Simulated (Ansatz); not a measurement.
# AgCl (Chlorargyrite) (Fm-3m) in Ansatz: further runs

Runs on AgCl (Chlorargyrite). Level: PBEsol. Tasks: band structure.

All numbers are computed with Ansatz 0.2.0; they aren't measurements. Logs are shortened: lines on timing, memory, paths and dates and some standing lists are left out, and cuts for length are marked.

**Measured values to compare with.**

From a printed reference work, data compilation, for a bulk crystal of AgCl: band gap 3.249 eV (indirect).

The runs below are set against these values where they give the same quantity.

## Step 1: The crystal as given

The structure is cubic, space group Fm-3m (No. 225). The conventional cell has a = 5.470 Å, b = 5.470 Å, c = 5.470 Å, α = 90.00°, β = 90.00°, γ = 90.00°. Ag (site symmetry m-3m) has 6 Cl at 2.73 Å as nearest neighbours. Cl (site symmetry m-3m) has 6 Ag at 2.73 Å as nearest neighbours.

## Step 2: Band structure, PBEsol

Input file input.yaml:

```yaml
crystal:
  lattice:
    - [0.0, 2.735, 2.735]
    - [2.735, 0.0, 2.735]
    - [2.735, 2.735, 0.0]
  atoms:
    - { symbol: Ag, position: [0.0, 0.0, 0.0] }
    - { symbol: Cl, position: [0.5, 0.5, 0.5] }
kpoints:
  mp_grid: { grid: [8, 8, 8] }
  band_path:
    path:
      - [0.0, 0.0, 0.0]
      - [0.5, 0.0, 0.5]
      - [0.5, 0.25, 0.75]
      - [0.375, 0.375, 0.75]
      - [0.0, 0.0, 0.0]
      - [0.5, 0.5, 0.5]
      - [0.625, 0.25, 0.625]
      - [0.5, 0.25, 0.75]
    npoints: 8
scf:
  occupations: { method: fermi_dirac, width: 0.05 }
hamiltonian:
  xc: pbesol
  pseudopotentials: { kind: all_electron, lapw: { basis_error: 0.001 } }
output:
  forces: true
  stress: true
  eigenvalues: true
```

Potentials or basis: all-electron LAPW, scalar-relativistic.

Run with:

```
> ansatz run input.yaml --threads 1 --pin off --max-ram 3072MiB --backend cpu --events-out ev --progress --plain --runs-dir out
```

The log of the run:

```text
Warning: RAYON_NUM_THREADS=1 ignored (pool sized by the plan → 1); use --threads N
LAPW: plane waves up to 7.549 Å⁻¹, error target 1.0e-3 eV per atom; small_component_spin mean_spin; Cl in spheres of 1.226 Å, 15 of its electrons in bands, Dirac shells []; Ag in spheres of 1.509 Å, 19 of its electrons in bands, Dirac shells [] (how accurate: hamiltonian.pseudopotentials.lapw.basis_error, Limitations)
Engine: ansatz 0.2.0, x86_64-unknown-linux-gnu
Pseudopotentials: kind: all_electron
Pseudopotential: Ag, LAPW, valence charge 19, lapw/all_electron/scalar/gaussian/Ag, Koelling and Harmon's equation, gaussian nucleus
Pseudopotential: Cl, LAPW, valence charge 15, lapw/all_electron/scalar/gaussian/Cl, Koelling and Harmon's equation, gaussian nucleus
Functional definition: PBEsol
  exchange = pbesol_x
  correlation = pbesol_c
Crystal: 2 atoms, lattice volume = 40.917 Å³
Basis set: ecut = 217.10927496514108 eV, 307 PW (Γ), exchange–correlation at level 2
Bands: 21, of which v1, the nominal top of the filled ones, is band 17 counted from 1 (16 counted from 0)
Symmetry: 48 space group operations
Space group: Fm-3m (ITA 225), of the structure as read, at distance tolerance 3.4e-5 Å
k-points: 29 of 512
Non-local potential: Ag, projectors of the file, none
Non-local potential: Cl, projectors of the file, none
Initial density: superposition of atomic densities (chi_scale 0.1, normalization cell, long waves kept (reshape's long-wave potential 0.00 eV rms))
Initial wavefunctions: plane waves of lowest kinetic energy (no species holds an atomic orbital)
Functional: x = pbesol(κ = 0.804, μ = 0.12345679012345678), c = pbesol(β = 0.046)
iter 1 solved again at ethr=9.09e-4 eV; its pass at ethr=1.00e-1 eV (dr2=3.09e-1 eV) is discarded
SCF iter   1: F=—  HF=-157128.276718 eV  |F-HF|=—  |Δ(HF+E_count)|=         —  Δρ=1.97e-2  dr2=3.10e-1  ethr=9.09e-4  ⟨swp⟩=2.2  Hψ=4050  notcnv=0
preconditioner: auto → none  [insulator: Δε(μ)=0.574 eV  Ē_g=10.825 eV  σ=0.050 eV  W_gap=0.98  n_scr=14 (ndim 8)  ℏωp=24.6 eV  f_vac=0.041  D(μ)=0.00/eV (n_scr^D=0)  ε∞_Penn≈6.2]
iter 2 solved again at ethr=1.42e-5 eV; its pass at ethr=9.09e-4 eV (dr2=4.82e-3 eV) is discarded
SCF iter   2: F=—  HF=-157128.149686 eV  |F-HF|=—  |Δ(HF+E_count)|=   1.27e-1  Δρ=4.14e-3  dr2=4.83e-3  ethr=1.42e-5  ⟨swp⟩=2.0  Hψ=3200  notcnv=0
SCF iter   3: F=—  HF=-157128.115973 eV  |F-HF|=—  |Δ(HF+E_count)|=   3.37e-2  Δρ=3.02e-3  dr2=5.40e-3  ethr=1.42e-5  ⟨swp⟩=3.0  Hψ=2046  notcnv=0
SCF iter   4: F=—  HF=-157128.114762 eV  |F-HF|=—  |Δ(HF+E_count)|=   1.21e-3  Δρ=9.23e-4  dr2=4.92e-4  ethr=1.42e-5  ⟨swp⟩=2.0  Hψ=1770  notcnv=0
SCF iter   5: F=—  HF=-157128.114717 eV  |F-HF|=—  |Δ(HF+E_count)|=   4.53e-5  Δρ=1.58e-4  dr2=7.77e-6  ethr=1.45e-6  ⟨swp⟩=2.0  Hψ=1770  notcnv=0
SCF iter   6: F=—  HF=-157128.114725 eV  |F-HF|=—  |Δ(HF+E_count)|=   7.60e-6  Δρ=1.98e-5  dr2=1.20e-7  ethr=2.28e-8  ⟨swp⟩=2.4  Hψ=1788  notcnv=0
SCF iter   7: F=-157128.114725 eV  HF=-157128.114725 eV  |F-HF|=1.34e-9  |Δ(HF+E_count)|=   1.71e-7  Δρ=1.66e-6  dr2=7.15e-10  ethr=3.52e-10  ⟨swp⟩=3.0  Hψ=1860  notcnv=0
SCF 1 converged in 7 iterations: F = -157128.114725 eV  dr2 = 7.15e-10
NSCF: frozen V_eff on 57 k-points
SCF converged after 7 iterations
Free energy (F): -157128.114725 eV
Harris-Foulkes:  -157128.114725 eV  (|F-HF|=1.34e-9)
Internal energy: -157128.114714 eV  (E = F + TS)
E sigma→0 (E₀):  -157128.114719 eV
Entropy (-TS):   -0.000011 eV (-0.005 meV/atom)
Fermi energy:    10.104849 eV
--- Per-component energies (eV) ---
  E_band       = -1846.171819
  E_kinetic    = 163765.402333
  E_xc         = -4745.802326
  E_electrostatic = -316147.714721  (all electrons and nuclei)
  E_smearing   = -0.000011  (= −TS)
  E_closure    = 0.000000  (closes the sum)
  E_atoms      = -157122.092418  (free atoms, spherical and without spin; not in F)
  Σ components = -157128.114725   (vs F -157128.114725, Δ=0.00e0)
  Basis errors (estimates in eV, not in F): energy 3.6e-4 per atom: plane waves 3.2e-4 (1.8e-4 summed), levels above the bands 1.5e-84, relativity 2.7e-8, radial functions 3.9e-5, core shells 1.4e-7; eigenvalues (radial functions only) 1.4e-5; not estimated: angular momenta, meshes, grids; target (lapw.basis_error) 1.0e-3; muffin-tin radii Cl 1.226 Å, Ag 1.509 Å
--- Forces (eV/Å), atoms counted from 1 ---
  atom   1  Ag    -0.00000000     0.00000000     0.00000000
  atom   2  Cl     0.00000000    -0.00000000     0.00000000
  max |Σ_I F_I| component: 5.00e-30 eV/Å
--- Stress (GPa, compression-positive) ---
       -0.667760       0.000000       0.000000
        0.000000      -0.667760      -0.000000
        0.000000      -0.000000      -0.667760
  P = ⅓ Tr σ = -0.6678 GPa (-6.678 kbar)
--- Band table (eV; the first three rows and the last of 29) ---
  k-point 0: bands = ["-236.0432", "-175.2597", "-175.2597", "-175.2597", "-80.1274", "-43.6848", "-43.6848", "-43.6848", "-5.7604", "7.0099", "7.0099", "7.0099", "7.0510", "7.0510", "7.1629", "7.1629", "7.1629", "10.3923", "20.2130", "20.2130", "20.2130"]
  k-point 1: bands = ["-236.0432", "-175.2597", "-175.2597", "-175.2597", "-80.1274", "-43.6853", "-43.6849", "-43.6849", "-5.6912", "6.2523", "6.3246", "6.3246", "7.0712", "7.0712", "7.3270", "7.9661", "7.9661", "11.1502", "18.8763", "19.9249", "19.9249"]
  k-point 2: bands = ["-236.0432", "-175.2597", "-175.2597", "-175.2597", "-80.1273", "-43.6866", "-43.6851", "-43.6851", "-5.5163", "5.1424", "5.7134", "5.7134", "7.2141", "7.2141", "7.4904", "8.7882", "8.7882", "12.5000", "17.2736", "18.6278", "18.6278"]
  k-point 28: bands = ["-236.0432", "-175.2597", "-175.2597", "-175.2597", "-80.1272", "-43.6872", "-43.6872", "-43.6863", "-5.1931", "5.1387", "5.3279", "5.3279", "7.5143", "7.5143", "7.5622", "7.5684", "8.3492", "13.8090", "17.3602", "17.3602", "17.5059"]
```

It took 8.9 s on 1 thread of AMD EPYC 7R43 (Zen 3), shared host; peak memory 0.32 GiB.

What came out:

| Quantity | Value |
| --- | --- |
| Free energy | -157128.1147 eV |
| Pressure | -0.7 GPa |
| Band gap on the k mesh | 0.73 eV, indirect (least direct gap 3.18 eV) |
| Band gap along the path | 0.73 eV, indirect (least direct gap 2.98 eV) |

Levels at the corners of the path, in eV from the valence-band top:
| point | band 13 | band 14 | band 15 | band 16 | band 17 | band 18 | band 19 | band 20 | band 21 |
| --- | --- | --- | --- | --- | --- | --- | --- | --- | --- |
| Γ | -2.61 | -2.61 | -2.50 | -2.50 | -2.50 | 0.73 | 10.55 | 10.55 | 10.55 |
| X | -3.03 | -2.40 | -2.10 | -2.10 | -1.99 | 2.16 | 7.73 | 8.60 | 11.57 |
| W | -2.15 | -2.15 | -2.10 | -2.10 | -1.32 | 4.14 | 7.70 | 7.70 | 7.84 |
| K | -2.51 | -2.17 | -1.98 | -1.78 | -1.15 | 3.46 | 7.06 | 8.00 | 9.70 |
| Γ | -2.61 | -2.61 | -2.50 | -2.50 | -2.50 | 0.73 | 10.55 | 10.55 | 10.55 |
| L | -2.24 | -2.24 | -1.90 | 0.00 | 0.00 | 3.91 | 6.67 | 7.37 | 7.37 |
| U | -2.51 | -2.17 | -1.98 | -1.78 | -1.15 | 3.46 | 7.06 | 8.00 | 9.70 |
| W | -2.15 | -2.15 | -2.10 | -2.10 | -1.32 | 4.14 | 7.70 | 7.70 | 7.84 |

## Step 3: Band structure, PBEsol

input.yaml: that of step 2 with these lines changed.

```diff
@@ -25,3 +25,6 @@
   xc: pbesol
-  pseudopotentials: { kind: all_electron, lapw: { basis_error: 0.001 } }
+  pseudopotentials:
+    kind: all_electron
+    lapw: { basis_error: 0.001 }
+    relativity: none
 output:
```

Potentials or basis: all-electron LAPW, non-relativistic.

Run with:

```
> ansatz run input.yaml --threads 1 --pin off --max-ram 3072MiB --backend cpu --events-out ev --progress --plain --runs-dir out
```

Wall time 7.4 s (1 thread of AMD EPYC 7R43 (Zen 3), shared host); peak memory 0.32 GiB.

It converged, with:

- Free energy: -153926.4352 eV
- Pressure: 1.5 GPa
- Band gap on the k mesh: 1.49 eV, indirect (least direct gap 3.75 eV)
- Band gap along the path: 1.49 eV, indirect (least direct gap 3.62 eV)

Levels at the corners of the path, in eV from the valence-band top:
```csv
point,band 15,band 16,band 17,band 18,band 19,band 20
Γ,-2.26,-2.26,-2.26,1.49,10.64,10.64
X,-2.26,-2.26,-2.13,3.11,7.78,8.90
W,-2.23,-2.23,-1.27,5.01,7.90,7.90
K,-2.10,-1.84,-1.16,4.32,7.30,8.26
Γ,-2.26,-2.26,-2.26,1.49,10.64,10.64
L,-1.97,0.00,0.00,4.21,7.58,7.71
U,-2.10,-1.84,-1.16,4.32,7.30,8.26
W,-2.23,-2.23,-1.27,5.01,7.90,7.90
```

Caveat: relativity is left out, which matters for the heavier elements.

## Step 4: Band structure, PBEsol

input.yaml: that of step 3 with these lines changed.

```diff
@@ -25,6 +25,3 @@
   xc: pbesol
-  pseudopotentials:
-    kind: all_electron
-    lapw: { basis_error: 0.001 }
-    relativity: none
+  pseudopotentials: { kind: all_electron, datasets: crystal }
 output:
@@ -33 +30,3 @@
   eigenvalues: true
+  elf: true
+  volumetric_format: npy
```

Potentials or basis: all-electron PAW datasets made for the crystal.

Run with:

```
> ansatz run input.yaml --threads 1 --pin off --max-ram 3072MiB --backend cpu --events-out ev --progress --plain --runs-dir out
```

It took 10 s on 1 thread of AMD EPYC 7R43 (Zen 3), shared host; peak memory 0.51 GiB.

Results (log left out):

- Free energy: -157128.1151 eV
- Pressure: -0.7 GPa
- Band gap on the k mesh: 0.73 eV, indirect (least direct gap 3.18 eV)
- Band gap along the path: 0.73 eV, indirect (least direct gap 2.99 eV)

Levels at the corners of the path, in eV from the valence-band top:
```csv
point,band 6,band 7,band 8,band 9,band 10,band 11,band 12,band 13
Γ,-2.61,-2.50,-2.50,-2.50,0.73,10.55,10.55,10.55
X,-2.40,-2.10,-2.10,-1.99,2.16,7.73,8.60,11.57
W,-2.15,-2.10,-2.10,-1.32,4.14,7.70,7.70,7.84
K,-2.17,-1.98,-1.78,-1.15,3.46,7.06,8.00,9.70
Γ,-2.61,-2.50,-2.50,-2.50,0.73,10.55,10.55,10.55
L,-2.24,-1.90,0.00,0.00,3.91,6.67,7.37,7.37
U,-2.17,-1.98,-1.78,-1.15,3.46,7.06,8.00,9.70
W,-2.15,-2.10,-2.10,-1.32,4.14,7.70,7.70,7.84
```

## Step 5: Band structure, PBEsol

input.yaml: that of step 4 with these lines changed.

```diff
@@ -25,3 +25,6 @@
   xc: pbesol
-  pseudopotentials: { kind: all_electron, datasets: crystal }
+  pseudopotentials:
+    kind: all_electron
+    lapw: { basis_error: 0.001 }
+    dirac_shells: { Ag: ["3p", "3d"], Cl: ["2p"] }
 output:
@@ -30,3 +33 @@
   eigenvalues: true
-  elf: true
-  volumetric_format: npy
```

Potentials or basis: all-electron LAPW, inner shells corrected to Dirac's equation.

Run with:

```
> ansatz run input.yaml --threads 1 --pin off --max-ram 3072MiB --backend cpu --events-out ev --progress --plain --runs-dir out
```

It took 7.7 s on 1 thread of AMD EPYC 7R43 (Zen 3), shared host; peak memory 0.32 GiB.

It converged, with:

| Item | Value |
| --- | --- |
| Free energy | -157160.1621 eV |
| Pressure | -0.7 GPa |
| Band gap on the k mesh | 0.73 eV, indirect (least direct gap 3.18 eV) |
| Band gap along the path | 0.73 eV, indirect (least direct gap 2.99 eV) |

Levels at the corners of the path, in eV from the valence-band top:
```tsv
point	band 15	band 16	band 17	band 18	band 19	band 20
Γ	-2.50	-2.50	-2.50	0.73	10.55	10.55
X	-2.10	-2.10	-1.99	2.16	7.73	8.60
W	-2.10	-2.10	-1.32	4.14	7.70	7.70
K	-1.98	-1.78	-1.15	3.46	7.06	8.00
Γ	-2.50	-2.50	-2.50	0.73	10.55	10.55
L	-1.90	0.00	0.00	3.91	6.68	7.37
U	-1.98	-1.78	-1.15	3.46	7.06	8.00
W	-2.10	-2.10	-1.32	4.14	7.70	7.70
```

## Step 6: The runs side by side

```csv
potentials or basis,cutoff (eV),basis error allowed,gap on the mesh (eV),pressure (GPa)
"all-electron LAPW, scalar-relativistic",217,0.001 eV/atom,0.73,-0.7
"all-electron LAPW, non-relativistic",217,0.001 eV/atom,1.49,1.5
all-electron PAW datasets made for the crystal,260,-,0.73,-0.7
"all-electron LAPW, inner shells corrected to Dirac's equation",217,0.001 eV/atom,0.73,-0.7
```

Alike in all rows: task band structure; level PBEsol; no spin polarisation; cell as given; k mesh 8 × 8 × 8; smearing fermi-dirac 0.05 eV.

Caveats: relativity is left out, which matters for the heavier elements (some runs).

Compare energies only between runs with the same functional and basis.

## Step 7: Against experiment

Step 2. Measured gap of AgCl: 3.249 eV (indirect; a printed reference work, data compilation). This calculation gives 0.73 eV (-2.52 eV). So large a miss can be the level of theory's own, or it may mean another phase, state or a wrong row. Spin-orbit coupling on Ag is left out. The value is that of PBEsol, without temperature or zero-point motion. Semilocal functionals fall short of measured gaps as a rule.

Step 3. A measured gap of AgCl is 3.249 eV (indirect; a printed reference work, data compilation); the calculated 1.49 eV misses it by -1.76 eV. So large a miss can be the level of theory's own, or it may mean another phase, state or a wrong row. Spin-orbit coupling on Ag is left out. The value is that of PBEsol, without temperature or zero-point motion. Semilocal functionals fall short of measured gaps as a rule.

Step 4. Measured gap of AgCl: 3.249 eV (indirect; a printed reference work, data compilation). This calculation gives 0.73 eV (-2.52 eV). So large a miss can be the level of theory's own, or it may mean another phase, state or a wrong row. Spin-orbit coupling on Ag is left out. The value is that of PBEsol, without temperature or zero-point motion. Semilocal functionals fall short of measured gaps as a rule.

Step 5. Against the measured gap of AgCl, 3.249 eV (indirect; a printed reference work, data compilation), the calculated 0.73 eV is off by -2.52 eV. So large a miss can be the level of theory's own, or it may mean another phase, state or a wrong row. Spin-orbit coupling on Ag is left out. The value is that of PBEsol, without temperature or zero-point motion. Semilocal functionals fall short of measured gaps as a rule.
